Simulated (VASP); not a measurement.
# Cd (Im-3m) in VASP: a series of runs, part 2 of 2

VASP 6.6.1.

## (4) Relaxation of cell and atoms, AM05

File INCAR:

```
SYSTEM = Cd
PREC = Accurate
ENCUT = 600
EDIFF = 1E-7
ISMEAR = -1
SIGMA = 0.05
LREAL = .False.
LASPH = .True.
NELM = 100
ALGO = Normal
ISIF = 3
LWAVE = .False.
LCHARG = .False.
GGA = AM
IBRION = 2
NSW = 40
EDIFFG = -0.01
```

File KPOINTS:

```
Automatic mesh
0
Gamma
  10 10 10
  0 0 0
```

File POSCAR:

```
Cd
1.0
   -1.7843220000      1.7843220000      1.7843220000
    1.7843220000     -1.7843220000      1.7843220000
    1.7843220000      1.7843220000     -1.7843220000
Cd
1
Direct
    0.0000000000      0.0000000000      0.0000000000
```

Potentials or basis: VASP PAW PBE potentials, release 64 (Cd).

Launch:

```console
$ cat potpaw_PBE.64/Cd/POTCAR > POTCAR
$ mpirun -np 1 vasp_std > vasp.out
```

OUTCAR:

```text
SYSTEM = Cd
   PREC = Accurate
   ENCUT = 600
   EDIFF = 1E-7
   ISMEAR = -1
   LREAL = .False.
   LASPH = .True.
   NELM = 100
   ISIF = 3
   GGA = AM
   IBRION = 2
   NSW = 40
   EDIFFG = -0.01

 ion  position               nearest neighbor table
   1  0.000  0.000  0.000-

  LATTYP: Found a body centered cubic cell.
 ALAT       =     3.5686440000

  Lattice vectors:

 A1 = (  -1.7843220000,   1.7843220000,   1.7843220000)
 A2 = (   1.7843220000,  -1.7843220000,   1.7843220000)
 A3 = (   1.7843220000,   1.7843220000,  -1.7843220000)

Analysis of symmetry for initial positions (statically):
=====================================================================
 Subroutine PRICEL returns:
 Original cell was already a primitive cell.

 Routine SETGRP: Setting up the symmetry group for a
 body centered cubic supercell.

 Subroutine GETGRP returns: Found 48 space group operations
 (whereof 48 operations were pure point group operations)
 out of a pool of 48 trial point group operations.

The static configuration has the point symmetry O_h .

Analysis of symmetry for dynamics (positions and initial velocities):
=====================================================================
[... 226 lines left out ...]
--------------------------------------- Ionic step        3  -------------------------------------------

 number of electron      12.0000004 magnetization

 Free energy of the ion-electron system (eV)
  ---------------------------------------------------
  ext. energy  EPLUGINS =         0.00000000
  ---------------------------------------------------
  free energy    TOTEN  =        -0.86593261 eV

  energy without entropy =       -0.86155155  energy(sigma->0) =       -0.86374208

 E-fermi :   3.0704     XC(G=0): -11.2163

 val. band max:        3.0256818900   @ k =  -0.4000   0.4000   0.4000
 cond. band min:       3.1045824335   @ k =  -0.4000  -0.4000   0.1000
 fundamental gap:      0.0789005436
 Fermi energy:         3.0704380834

 k-point     1 :       0.0000    0.0000    0.0000
  band No.  band energies     occupation
      1      -6.3919      2.00000
      2      -6.3919      2.00000
      3      -6.3919      2.00000
      4      -6.1149      2.00000
      5      -5.7122      2.00000
      6      -5.7122      2.00000
      7      18.4608      0.00000
      8      18.4608      0.00000
      9      18.4608      0.00000
     10      19.6063      0.00000
[... 287 lines left out ...]
 k-point    24 :      -0.3000    0.3000    0.1000
  band No.  band energies     occupation
      1      -6.5440      2.00000
      2      -6.5163      2.00000
      3      -5.9337      2.00000
      4      -5.7744      2.00000
      5      -5.6938      2.00000
      6      -3.0765      2.00000
      7       8.2840      0.00000
      8      12.8161      0.00000
      9      13.4813      0.00000
     10      17.7921      0.00000

 [... further k-points ...]

------------------------ aborting loop because EDIFF is reached ----------------------------------------

  FORCE on cell =-STRESS in cart. coord.  units (eV):
  Direction    XX          YY          ZZ          XY          YZ          ZX
  --------------------------------------------------------------------------------------
  -------------------------------------------------------------------------------------
  Total        0.0012341      0.0012341      0.0012341      0.0000000      0.0000000      0.0000000
  in kB        0.0922575      0.0922575      0.0922575      0.0000000      0.0000000      0.0000000
  external PRESSURE =       0.0922575 kB  Pullay stress =       0.0000000 kB
[... 16 lines left out ...]
  FREE ENERGIE OF THE ION-ELECTRON SYSTEM (eV)
  ---------------------------------------------------
  free  energy   TOTEN  =        -0.8659326147 eV

  energy  without entropy=       -0.8615515474  energy(sigma->0) =       -0.86374208

 reached required accuracy - stopping structural energy minimisation
```

CONTCAR:

```text
Cd
   1.00000000000000
    -1.7498551256790271    1.7498551256790271    1.7498551256790271
     1.7498551256790271   -1.7498551256790271    1.7498551256790271
     1.7498551256790271    1.7498551256790271   -1.7498551256790271
  Cd
     1
Direct
     0.0000000000000000    0.0000000000000000    0.0000000000000000

  0.00000000E+00  0.00000000E+00  0.00000000E+00
```

Run time: 26 s. Hardware: 1 thread of Intel Xeon Platinum 8488C (Sapphire Rapids), shared host; peak memory 0.16 GiB.

What came out:

```yaml
Free_energy: -0.8659 eV
Relaxed_volume: 21.43 Å³/atom
Relaxed_cell: a = 3.031 Å, b = 3.031 Å, c = 3.031 Å, α = 109.47°, β = 109.47°, γ = 109.47°
Space_group_after_relaxing_to_0.05_Å: Im-3m (No. 229)
Energy_gained_by_relaxing: 10.4 meV/atom
Ionic_steps: 3
Pressure_after_relaxing: 0.0 GPa
Band_gap_on_the_k_mesh: none (metal or under the smearing width)
```

Step by step:
```
step  energy change (eV)  largest force (eV/Å)  pressure (GPa)  volume (Å³)
   1              0.0000                0.0000           -2.37        22.72
   2             -0.0101                0.0000           -0.47        21.64
   3             -0.0104                0.0000            0.01        21.43
```

Final structure:
```yaml
crystal:
  lattice:
    - [-1.74986, 1.74986, 1.74986]
    - [1.74986, -1.74986, 1.74986]
    - [1.74986, 1.74986, -1.74986]
  atoms:
    - { symbol: Cd, position: [0.00000, 0.00000, 0.00000] }
```

Levels at points of the mesh, in eV from the Fermi level:
| k point | band 2 | band 3 | band 4 | band 5 | band 6 | band 7 | band 8 | band 9 | band 10 |
| --- | --- | --- | --- | --- | --- | --- | --- | --- | --- |
| (0.00, 0.00, 0.00) | -9.46 | -9.46 | -9.19 | -8.78 | -8.78 | 15.39 | 15.39 | 15.39 | 16.54 |
| (0.50, 0.00, 0.00) | -9.81 | -8.82 | -8.75 | -8.32 | -2.41 | -1.04 | 9.39 | 9.93 | 13.68 |
| (0.50, 0.50, 0.50) | -10.00 | -8.44 | -8.44 | -8.44 | 3.28 | 3.28 | 3.28 | 5.87 | 7.94 |

Caveat: the PAW data sets were made with another functional, which shifts forces and pressure a little.

## (5) Relaxation of cell and atoms, PW91

INCAR, as its differences from that of step 4:

```diff
@@ -13,3 +13,3 @@
 LCHARG = .False.
-GGA = AM
+GGA = 91
 IBRION = 2
```

KPOINTS is that of step 4.

POSCAR is that of step 4.

Launch:

```console
$ cat potpaw_PBE.64/Cd/POTCAR > POTCAR
$ mpirun -np 1 vasp_std > vasp.out
```

It took 24 s on 1 thread of Intel Xeon Platinum 8488C (Sapphire Rapids), shared host; peak memory 0.16 GiB.

Results (log left out):

```yaml
Free_energy: -0.7175 eV
Relaxed_volume: 23.51 Å³/atom
Relaxed_cell: a = 3.126 Å, b = 3.126 Å, c = 3.126 Å, α = 109.47°, β = 109.47°, γ = 109.47°
Space_group_after_relaxing_to_0.05_Å: Im-3m (No. 229)
Energy_gained_by_relaxing: 3.1 meV/atom
Ionic_steps: 3
Pressure_after_relaxing: 0.0 GPa
Band_gap_on_the_k_mesh: none (metal or under the smearing width)
```

The path:
```tsv
step	energy change (eV)	largest force (eV/Å)	pressure (GPa)	volume (Å³)
1	0.0000	0.0000	1.30	22.72
2	-0.0030	0.0000	0.28	23.33
3	-0.0031	0.0000	0.01	23.51
```

Final structure:
```
Cd
1.0
    -1.80478    1.80478    1.80478
     1.80478   -1.80478    1.80478
     1.80478    1.80478   -1.80478
Cd
1
Cartesian
  0.0000 0.0000 0.0000
```

Levels at points of the mesh, in eV from the Fermi level:
```tsv
k point	band 4	band 5	band 6	band 7	band 8	band 9
(0.00, 0.00, 0.00)	-8.66	-8.66	-8.43	15.10	15.10	15.10
(0.50, 0.00, 0.00)	-8.64	-8.28	-1.97	-1.16	8.79	9.64
(0.50, 0.50, 0.50)	-8.37	-8.37	3.24	3.24	3.24	5.01
```

Caveat: the PAW data sets were made with another functional, which shifts forces and pressure a little.

## (6) The reference run

An earlier run on the cell as given: functional PBE; potentials or basis VASP PAW PBE potentials, release 64 (Cd); cutoff 520 eV; k mesh 10 × 10 × 10; occupations fermi-dirac, width 0.05 eV; no spin polarisation.

* Pressure: 1.4 GPa
* Band gap on the k mesh: none (metal or under the smearing width)

## (7) Summary

| task | level | cell | cutoff (eV) | gap on the mesh (eV) | pressure (GPa) | relaxed volume (Å³/atom) |
| --- | --- | --- | --- | --- | --- | --- |
| relaxation of cell and atoms | revPBE | relaxed | 600 | none | 0.0 | 24.73 |
| relaxation of cell and atoms | BLYP | relaxed | 600 | none | 0.0 | 28.00 |
| relaxation of cell and atoms | AM05 | relaxed | 600 | none | 0.0 | 21.43 |
| relaxation of cell and atoms | PW91 | relaxed | 600 | none | 0.0 | 23.51 |
| single point | PBE | as given | 520 | none | 1.4 | - |

Alike in all rows: potentials or basis VASP PAW PBE potentials, release 64 (Cd); no spin polarisation; k mesh 10 × 10 × 10; smearing fermi-dirac 0.05 eV.

Caveats: the PAW data sets were made with another functional, which shifts forces and pressure a little (some runs); the volume moved by over 15 % at a fixed basis, so the end points are rough (some runs).

Total energies depend on the potentials used, so only differences within one code and one set of settings carry meaning.
